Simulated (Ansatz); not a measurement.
input.yaml (Ansatz)

```yaml
crystal:
  lattice:
    - [2.4979659451, 0.0, 0.0]
    - [-1.2489829726, 2.1633019662, 0.0]
    - [0.0, 0.0, 4.4792026516]
  atoms:
    - { symbol: Cr, position: [0.3333333333, 0.6666666667, 0.25], spin: 1.5 }
    - { symbol: Cr, position: [0.6666666667, 0.3333333333, 0.75], spin: -1.5 }
hamiltonian:
  xc: revpbe
  pseudopotentials:
    kind: paw
    azcp:
      Cr: "pseudopotentials/Cr.paw.azcp"
basis:
  ecutwfc: 420
  fft_grid_basis: typed
kpoints:
  mp_grid: { grid: [24, 24, 12], shift: [0, 0, 0] }
magnetization:
  spin_polarized: true
scf:
  occupations: { method: fermi_dirac, width: 0.05 }
output:
  write_density: true
  write_potential: true
  elf: true
  volumetric_format: npy
```

and its output:

```
Engine: ansatz 0.2.0, aarch64-unknown-linux-gnu
Pseudopotentials: kind: paw
Pseudopotential: Cr, paw, valence charge 14, recommended cutoff 420 eV (normal) 
Functional definition: revPBE
  parameter kappa = 1.245
  parameter beta = 0.06672455060314922
  exchange = pbe_x(kappa = kappa, mu = beta*pi^2/3)
  correlation = pbe_c(beta = beta)
Crystal: 2 atoms, lattice volume = 24.205 Å³
Basis set: ecut = 420 eV, 489 PW (Γ)
Bands: 20, of which v1, the nominal top of the filled ones, is band 14 counted from 1 (13 counted from 0)
Symmetry: 12 space group operations
Space group: P-6m2 (ITA 187), of the structure as read, at distance tolerance 2.9e-5 Å
Magnetic group: BNS 194.267 (UNI 1497), of the structure as read, at distance tolerance 2.9e-5 Å
k-points: 427 of 6912 (time reversal used)
Non-local potential: Cr, projectors of the file, l = 0: 3, l = 1: 2, l = 2: 3, l = 3: 1
PAW form: soft (Blöchl's): semilocal exchange-correlation on the pseudo side does not see the compensation charge
PAW frozen core: Cr, regenerated for the run's functional, and the local potential with it (the file was generated under x = pbe(κ = 0.804, μ = 0.2195149727645171), c = pbe(β = 0.06672455060314922))
PAW one-centre angular grid: Cr, 590 points (default); XC on 64 Gauss nodes
Initial density: superposition of atomic densities (chi_scale 0.1, normalization cell)
Starting moments: Σ|m| = 3 μB on 2 of 2 sites
Starting magnetic order: antiferromagnet; an inversion exchanges its spin sublattices: spin-degenerate at every k-point
Initial wavefunctions: pseudopotential atomic-orbital guess
Functional: x = revpbe(κ = 1.245, μ = 0.2195149727645171), c = pbe(β = 0.06672455060314922)
SCF iter   1: F=—  HF=-6765.693428 eV  |F-HF|=—  |Δ(HF+E_count)|=         —  Δρ=1.49e-1 (↑1.49e-1 ↓1.49e-1)  dr2=1.03e1  dr2_m=2.07e0  M=0.000 μB ∫|m|=0.551 μB  β_m=0.30  ethr=3.10e-3  ⟨swp⟩=3.4  Hψ=59264  notcnv=0  defer=37
Mixer restart at iter 1: flushing history
SCF iter   2: F=—  HF=-6762.354321 eV  |F-HF|=—  |Δ(HF+E_count)|=    3.34e0  Δρ=9.00e-2 (↑9.00e-2 ↓9.00e-2)  dr2=3.12e0  dr2_m=9.90e-1  M=0.000 μB ∫|m|=0.544 μB  β_m=0.49  ethr=3.10e-3  ⟨swp⟩=2.0  Hψ=38534  notcnv=0  defer=424
SCF iter   3: F=—  HF=-6761.073623 eV  |F-HF|=—  |Δ(HF+E_count)|=    1.28e0  Δρ=2.56e-2 (↑2.56e-2 ↓2.56e-2)  dr2=6.61e-2  dr2_m=1.18e-1  M=0.000 μB ∫|m|=0.379 μB  β_m=0.70  ethr=3.10e-3  ⟨swp⟩=2.3  Hψ=32482  notcnv=0  defer=424
SCF iter   4: F=—  HF=-6761.087303 eV  |F-HF|=—  |Δ(HF+E_count)|=   1.37e-2  Δρ=6.69e-3 (↑6.68e-3 ↓6.69e-3)  dr2=7.97e-4  dr2_m=9.64e-3  M=0.000 μB ∫|m|=0.121 μB  β_m=0.85  ethr=2.36e-4  ⟨swp⟩=2.4  Hψ=39180  notcnv=0  defer=230
SCF iter   5: F=—  HF=-6761.089489 eV  |F-HF|=—  |Δ(HF+E_count)|=   2.19e-3  Δρ=5.55e-4 (↑5.55e-4 ↓5.49e-4)  dr2=2.33e-4  dr2_m=4.21e-6  M=0.000 μB ∫|m|=0.004 μB  β_m=0.81  ethr=2.85e-6  ⟨swp⟩=2.0  Hψ=33476  notcnv=0  defer=230
SCF iter   6: F=—  HF=-6761.089739 eV  |F-HF|=—  |Δ(HF+E_count)|=   2.50e-4  Δρ=5.82e-4 (↑5.34e-4 ↓5.82e-4)  dr2=1.64e-4  dr2_m=1.49e-5  M=0.000 μB ∫|m|=0.006 μB  β_m=0.88  ethr=8.32e-7  ⟨swp⟩=2.6  Hψ=28196  notcnv=0  defer=230
SCF iter   7: F=—  HF=-6761.089737 eV  |F-HF|=—  |Δ(HF+E_count)|=   2.44e-6  Δρ=4.75e-4 (↑4.75e-4 ↓1.76e-4)  dr2=1.74e-4  dr2_m=5.07e-6  M=-0.000 μB ∫|m|=0.003 μB  β_m=0.55  ethr=5.85e-7  ⟨swp⟩=2.8  Hψ=30316  notcnv=0  defer=230
SCF iter   8: F=—  HF=-6761.089729 eV  |F-HF|=—  |Δ(HF+E_count)|=   7.24e-6  Δρ=1.40e-4 (↑1.00e-4 ↓1.40e-4)  dr2=1.20e-6  dr2_m=2.99e-6  M=0.000 μB ∫|m|=0.002 μB  β_m=0.63  ethr=5.85e-7  ⟨swp⟩=1.7  Hψ=18697  notcnv=0  defer=230
SCF iter   9: F=—  HF=-6761.089729 eV  |F-HF|=—  |Δ(HF+E_count)|=   7.39e-7  Δρ=5.49e-5 (↑5.49e-5 ↓5.03e-5)  dr2=1.97e-7  dr2_m=5.55e-7  M=0.000 μB ∫|m|=0.001 μB  β_m=0.63  ethr=4.30e-9  ⟨swp⟩=2.4  Hψ=28467  notcnv=0  defer=230
SCF iter  10: F=—  HF=-6761.089729 eV  |F-HF|=—  |Δ(HF+E_count)|=   1.54e-7  Δρ=1.41e-5 (↑1.41e-5 ↓1.31e-5)  dr2=7.92e-9  dr2_m=3.88e-8  M=0.000 μB ∫|m|=0.000 μB  β_m=0.80  ethr=7.03e-10  ⟨swp⟩=2.3  Hψ=25034  notcnv=0  defer=230
SCF iter  11: F=—  HF=-6761.089729 eV  |F-HF|=—  |Δ(HF+E_count)|=   2.21e-8  Δρ=1.84e-6 (↑1.84e-6 ↓1.50e-6)  dr2=2.42e-10  dr2_m=5.47e-10  M=0.000 μB ∫|m|=0.000 μB  β_m=0.80  ethr=2.83e-11  ⟨swp⟩=2.8  Hψ=30404  notcnv=0  defer=230
SCF iter  12: F=—  HF=-6761.089729 eV  |F-HF|=—  |Δ(HF+E_count)|=  5.13e-10  Δρ=2.49e-7 (↑1.99e-7 ↓2.49e-7)  dr2=2.58e-11  dr2_m=2.80e-12  M=0.000 μB ∫|m|=0.000 μB  β_m=0.70  ethr=1.00e-12  ⟨swp⟩=2.3  Hψ=28565  notcnv=0  defer=230
SCF iter  13: F=-6761.089729 eV  HF=-6761.089729 eV  |F-HF|=1.00e-11  |Δ(HF+E_count)|=    0.00e0  Δρ=8.49e-8 (↑8.49e-8 ↓8.25e-8)  dr2=1.03e-11  dr2_m=3.71e-13  M=-0.000 μB ∫|m|=0.000 μB  ethr=1.00e-12  ⟨swp⟩=2.1  Hψ=42098  notcnv=0
SCF 1 converged in 13 iterations: F = -6761.089729 eV  dr2 = 1.03e-11
WARN: the starting moments were not kept: the SCF closed with an absolute magnetisation of 7.7e-7 μB, where they sum to 3 μB in size (2 sites). That is at most 0.1 of that sum. Measured as dr2_m measures the in/out step, that magnetisation stands 1.0e-13 eV from none, at or under the dr2_threshold of 1.0e-7 eV: it is no larger than a step whose dr2_m would equal this threshold. The system may hold no moment; this SCF shows only that its start led to no more than that. To try another start: raise the starting moments (crystal.atoms[].spin, magnetization.per_species, magnetization.initial_magnetization, or on a non-collinear deck that types none of these the spinor_matrix: blocks that start its atoms; where the total moment is fixed, keep their sum and leave initial_magnetization as it is; typed ones take the place of any that the run laid by itself, positive ones on a crystal's lanthanoids without a Hubbard term where scf.initial_density.shell_occupations: [] is typed) or, if the notice of its spin-set hold's release reads "site moments contracting" or "site moments show no strong build", lengthen the hold (scf.mixing.spin_hold: { on: { confirm: 4 } }; for m-r²SCAN on two components see the key's manual first). Each may lead to a state that holds a moment. A second SCF, from the converged charge density, with the starting moments and any scf.initial_density.shell_occupations laid on it anew, would have followed, and was not run: the deck does not ask for one (magnetization.retry_lost_moments is false, the default). To let it run, set magnetization.retry_lost_moments: true and run the deck again, where that key's refused combinations let it; where memory then withholds it, that run's warning says so.
SCF converged after 13 iterations
Magnetization: -0.0000 μB (14.0000 up, 14.0000 down)
Absolute magnetization: 0.0000 μB (∫|ρ↑−ρ↓|, with the PAW one-centre terms)
Spin contamination: 0.0000 ħ² per cell (⟨S²⟩ above its minimum at these occupations)
Per-site moments (μB) at R_I (Å): [(1.3879026392369124e-7, 1.0304109523430318), (-1.4319509507387504e-7, 1.0304109523430318)]
Free energy (F): -6761.089729 eV
Harris-Foulkes:  -6761.089729 eV  (|F-HF|=1.00e-11)
Internal energy: -6761.064176 eV  (E = F + TS)
E sigma→0 (E₀):  -6761.076952 eV
Entropy (-TS):   -0.025553 eV (-12.776 meV/atom)
Fermi energy:    18.337062 eV
--- Per-component energies (eV) ---
  E_band       = -311.552008
  E_kinetic    = 685.832478
  E_local      = -2444.108413  (includes V_loc(G=0)·N_el)
  E_nonlocal   = 156.409923
  E_hartree    = 1062.676412
  E_xc         = -279.794800
  E_vxc        = -356.556388  (∫ρ·V_xc dr)
  E_paw        = -2396.353603  (= ΣΔE_a)
  E_vpaw       = -478.483188  (= ΣTr[D̂ρ^β])
  E_aug_tail   = 0.000777  (compensation charges beyond the density's cutoff)
  E_ewald      = -3545.654101
  E_core_change = -0.072849  (= ΣΔE_core)
  E_smearing   = -0.025553  (= −TS)
  E_closure    = 0.000000  (closes the sum)
  Σ components = -6761.089729   (vs F -6761.089729, Δ=0.00e0)
--- Band table (eV; the first three rows and the last of 854) ---
  k-point 0 ↑: bands = ["-53.3381", "-53.2286", "-24.9217", "-24.2935", "-24.1240", "-24.1240", "-24.0643", "-24.0643", "10.7726", "14.3012", "17.1271", "17.9922", "17.9993", "17.9993", "18.3196", "18.3196", "19.4081", "19.4081", "20.4898", "20.4898"]
  k-point 1 ↑: bands = ["-53.3362", "-53.2304", "-24.9113", "-24.3045", "-24.1229", "-24.1229", "-24.0653", "-24.0653", "10.8335", "14.2734", "17.1076", "17.8632", "17.9934", "17.9934", "18.3055", "18.3055", "19.4391", "19.4391", "20.4817", "20.4817"]
  k-point 2 ↑: bands = ["-53.3308", "-53.2360", "-24.8807", "-24.3367", "-24.1200", "-24.1200", "-24.0683", "-24.0683", "11.0141", "14.1770", "17.0520", "17.5436", "17.9801", "17.9801", "18.2660", "18.2660", "19.5259", "19.5259", "20.4558", "20.4558"]
  k-point 426 ↓: bands = ["-53.1115", "-53.1115", "-24.7442", "-24.7442", "-24.6504", "-24.6504", "-24.3758", "-24.3758", "16.1280", "16.1280", "16.1529", "16.1529", "17.1942", "17.1942", "18.6766", "18.6766", "20.5010", "20.5010", "26.4609", "26.4609"]
```
